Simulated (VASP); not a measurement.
BaZrO3 under changes of volume

One of the cells (14.377 Å³/atom); the others are scaled copies at fixed shape and fractional positions:

```
CELL_PARAMETERS angstrom
4.15797 0.00000 0.00000
0.00000 4.15797 0.00000
0.00000 0.00000 4.15797
ATOMIC_POSITIONS crystal
Ba 0.00000 0.00000 0.00000
Zr 0.50000 0.50000 0.50000
O 0.50000 0.50000 0.00000
O 0.50000 0.00000 0.50000
O 0.00000 0.50000 0.50000
```

```yaml
Program: VASP 6.6.1
Functional: LDA
Potentials_or_basis: VASP PAW LDA potentials, release 64 (Ba_sv, Zr_sv, O)
Cutoff: 520 eV
k_mesh: 6 × 6 × 6
Occupations: gaussian, width 0.02 eV
Spin: no spin polarisation
```

```csv
volume (Å³/atom),energy over the lowest point (meV/atom),pressure (GPa),gap on the mesh (eV)
13.802,14.73,8.0,3.19
14.090,3.87,3.9,3.16
14.377,0.00,0.2,3.12
14.665,2.46,-3.2,3.08
14.952,?,?,?
```

Q: What does the run at 14.952 Å³/atom give?

A: Energy over the lowest point 10.60 meV/atom; pressure -6.2 GPa; gap on the mesh 3.04 eV.

Worked out: A Birch-Murnaghan fit of order 2 (a polynomial in V^(-2/3)) to the other rows has its minimum at 14.40 Å³/atom with B0 = V·E''(V) = 175 GPa. It gives 10.61 meV/atom at 14.952 Å³/atom, against the run's 10.60, and -dE/dV = -6.0 GPa, against -6.2. A straight line through the other rows of the gap, of slope -1.83 eV per unit of ln V, extrapolates to 3.05 eV, against the run's 3.04.

Energies are extrapolated to zero smearing.

Caveats: spin-orbit coupling is left out, which moves the levels of the heavy elements.

A mesh can miss the band edges.
